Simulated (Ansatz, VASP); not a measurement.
HfO2: VASP beside Ansatz

```
Hf O
1.0
     4.65783    0.00000    0.00000
     0.00000    4.65783    0.00000
     0.00000    0.00000    3.30680
Hf O
2 4
Direct
  0.00000 0.00000 0.00000
  0.50000 0.50000 0.50000
  0.19266 0.80734 0.50000
  0.30734 0.30734 0.00000
  0.69266 0.69266 0.00000
  0.80734 0.19266 0.50000
```

Change from the starting cell: epitaxial_xy strain -3.7%.

Alike in both runs: task single point; functional PBE; k mesh 6 × 6 × 8; occupations fermi-dirac, width 0.02 eV; no spin polarisation.

|  | VASP | Ansatz |
| --- | --- | --- |
| version | VASP 6.6.1 | Ansatz 0.2.0 |
| potentials or method | VASP PAW PBE potentials, release 64 (Hf_pv, O) | plane waves, PAW |
| plane-wave cutoff (eV) | 520 | 420 |
| valence electrons in the cell | 44 | 76 |

Ansatz gave:

```
gap on the k mesh at the Fermi level (eV)       : 4.09
pressure (GPa)                                  : 15.5
largest component of the traceless stress (GPa) : 9.70
rms of the force components (eV/Å)              : 0.000
```

Q: Estimate VASP's values.

A: gap on the k mesh at the Fermi level (eV): 4.04; pressure (GPa): 12.3; largest component of the traceless stress (GPa): 10.36; rms of the force components (eV/Å): 0.012.

Atom by atom the forces differ by 0.012 eV/Å (rms over components). The functional is the same, so the differences come from potentials, cutoffs and numerics. The two sets of potentials don't hold the same shells in valence.

Caveats: spin-orbit coupling is left out, which moves the levels of the heavy elements. A k mesh can miss the band edges.
